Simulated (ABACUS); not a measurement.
Runs of ABACUS 3.10.1 on TiO2. It takes space group P4_2/mnm (No. 136, tetragonal). Conventional cell: a = 4.600 Å, b = 4.600 Å, c = 2.959 Å, α = 90.00°, β = 90.00°, γ = 90.00°. Ti (site symmetry mmm) has 6 O at 1.95 to 1.98 Å as nearest neighbours. Around O (site symmetry m2m) lie 3 Ti at 1.95 to 1.98 Å. The cell is a database's computed one.

| task | potentials or basis | cell | cutoff (eV) | SCF threshold on the density | eigensolver | gap on the mesh (eV) | pressure (GPa) | V0 of scaled cells (Å³/atom) | B0 (GPa) | largest force (eV/Å) |
| --- | --- | --- | --- | --- | --- | --- | --- | --- | --- | --- |
| single point | PseudoDojo NC SR 0.4.1 PBE standard, DZP LCAO (the cutoffs set its grid) | cell strained by +0.06 along c | 1361 | 1e-07 | genelpa | 1.60 | (b) | - | - | 0.17 |
| single point | PseudoDojo NC SR 0.4.1 PBE standard, DZP LCAO (the cutoffs set its grid) | cell strained by -0.06 along c | 1361 | 1e-07 | genelpa | 2.07 | 25.8 | - | - | 0.53 |
| equation of state | PseudoDojo NC SR 0.4.1 PBE standard, DZP LCAO (the cutoffs set its grid) | as given | 1361 | 1e-07 | genelpa | - | - | (a) | 224 | - |
| equation of state | PseudoDojo NC SR 0.4.1 PBE standard, plane waves | as given | 1143 | 1e-08 | dav | - | - | 10.60 | 229 | - |
| single point | PseudoDojo NC SR 0.4.1 PBE standard, DZP LCAO (the cutoffs set its grid) | cell strained by +0.03 along c | 1361 | 1e-07 | genelpa | 1.69 | -3.0 | - | - | 0.14 |

Alike in all rows: level PBE; no spin polarisation; k mesh 4 × 4 × 6; smearing fermi-dirac 0.05 eV.

Fill in the values left out.

(a) 10.65; (b) -9.4.

Caveats: the atomic orbitals were generated for these runs and aren't a published set (some runs); the basis of atomic orbitals isn't converged, which shifts pressures, moduli and gaps (some runs); the cell was scaled at fixed shape and fractional positions, which overstates the stiffness of a crystal with free parameters, most of all of layers and chains (some runs).

A k mesh can miss the band edges.
